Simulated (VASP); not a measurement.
Te2Pt (Moncheite):

```xyz
3
Lattice="4.0100 0.0000 0.0000 -2.0050 3.4728 0.0000 0.0000 0.0000 5.2010" Properties=species:S:1:pos:R:3 pbc="T T T"
Te    0.0000    2.3152    1.3002
Te    2.0050    1.1576    3.9007
Pt    0.0000    0.0000    0.0000
```

| Item | Value |
| --- | --- |
| Program | VASP 6.6.1 |
| Task | relaxation of cell and atoms |
| Functional | LDA |
| Potentials or basis | VASP PAW LDA potentials, release 64 (Te, Pt) |
| Cutoff | 600 eV |
| k mesh | 12 × 12 × 7 |
| Occupations | methfessel-paxton, width 0.1 eV |
| Spin | no spin polarisation |

At the start: pressure 2.1 GPa; volume 24.14 Å³/atom.

**Question.** Where does the relaxation end?

**Answer.** Over 15 steps the energy falls by 15.1 meV/atom and the volume is 23.70 Å³/atom (-1.8 %); space group P-3m1 (No. 164, to 0.05 Å).

Step by step:
| step | energy change (eV) | largest force (eV/Å) | pressure (GPa) | volume (Å³) |
| --- | --- | --- | --- | --- |
| 1 | 0.0000 | 0.6767 | 2.11 | 72.43 |
| 2 | 0.0130 | 0.1749 | -4.36 | 75.82 |
| 3 | -0.0187 | 0.2818 | -0.91 | 73.86 |
| 4 | -0.0304 | 0.1891 | -0.63 | 73.12 |
| 5 | -0.0383 | 0.0717 | 0.42 | 71.08 |
| 6 | -0.0401 | 0.0135 | 0.06 | 71.71 |
| 7 | -0.0438 | 0.0383 | -0.28 | 71.54 |
| 8 | -0.0446 | 0.0720 | -0.48 | 71.42 |
| 9 | -0.0426 | 0.0786 | 1.14 | 70.29 |
| 10 | -0.0453 | 0.0226 | 0.05 | 71.05 |
| 11 | -0.0453 | 0.0129 | -0.02 | 71.10 |
| 12 | -0.0453 | 0.0104 | -0.03 | 71.11 |
| 13 | -0.0453 | 0.0057 | 0.08 | 71.07 |
| 14 | -0.0453 | 0.0031 | 0.04 | 71.09 |
| 15 | -0.0453 | 0.0046 | 0.00 | 71.09 |

Final structure:
```
Te Pt
1.0
     4.02285    0.00000    0.00000
    -2.01143    3.48389    0.00000
     0.00000    0.00000    5.07265
Te Pt
2 1
Direct
  0.33333 0.66667 0.26477
  0.66667 0.33333 0.73523
  0.00000 0.00000 0.00000
```
